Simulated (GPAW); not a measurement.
Input of a GPAW 26.7.0 run:

Contents of run.py:

```python
from ase import Atoms
from ase.dft.bandgap import bandgap
from ase.io import write
from ase.units import GPa
from gpaw import GPAW, PW

atoms = Atoms(['Ti', 'Ti', 'O', 'O', 'O', 'O'],
              cell=[[-1.8921, 1.8921, 4.7573],
                    [1.8921, -1.8921, 4.7573],
                    [1.8921, 1.8921, -4.7573]],
              scaled_positions=[[0.75, 0.25, 0.5],
                                [0.0, 0.0, 0.0],
                                [0.7919, 0.7919, 0.0],
                                [0.5419, 0.0419, 0.5],
                                [0.9581, 0.4581, 0.5],
                                [0.2081, 0.2081, 0.0]],
              pbc=True)

calc = GPAW(mode=PW(800),
            xc='PBE',
            kpts={'size': (10, 10, 10), 'gamma': True},
            occupations={'name': 'fermi-dirac', 'width': 0.05},
            nbands=43,
            convergence={'density': 1e-05, 'energy': 1e-05},
            maxiter=150,
            txt='gpaw.txt')
atoms.calc = calc
energy = atoms.get_potential_energy()
forces = atoms.get_forces()
stress = atoms.get_stress()
calc.write('gs.gpw')
write('result.traj', atoms)
print(f'Energy: {energy:.6f} eV')
print('Forces (eV/A):')
print(forces.round(4))
print('Stress (GPa):', (stress / GPa).round(3))
print('Fermi level:', round(calc.get_fermi_level(), 4), 'eV')
print(f'Gap: {bandgap(calc)[0]:.4f} eV, direct: {bandgap(calc, direct=True)[0]:.4f} eV')
```

Potentials or basis: GPAW PAW data sets (gpaw-data 1.2.1), pw.

Command:

```console
$ OMP_NUM_THREADS=1 python run.py
```

**Question.** What does it give for the pressure?

**Answer.** 6.3 GPa.

**Question.** What does it give for the largest force?

**Answer.** 0.135 eV/Å.

Stress tensor (GPa, compression positive):
```
5.84 0.00 0.00
0.00 5.84 0.00
0.00 0.00 7.11
```
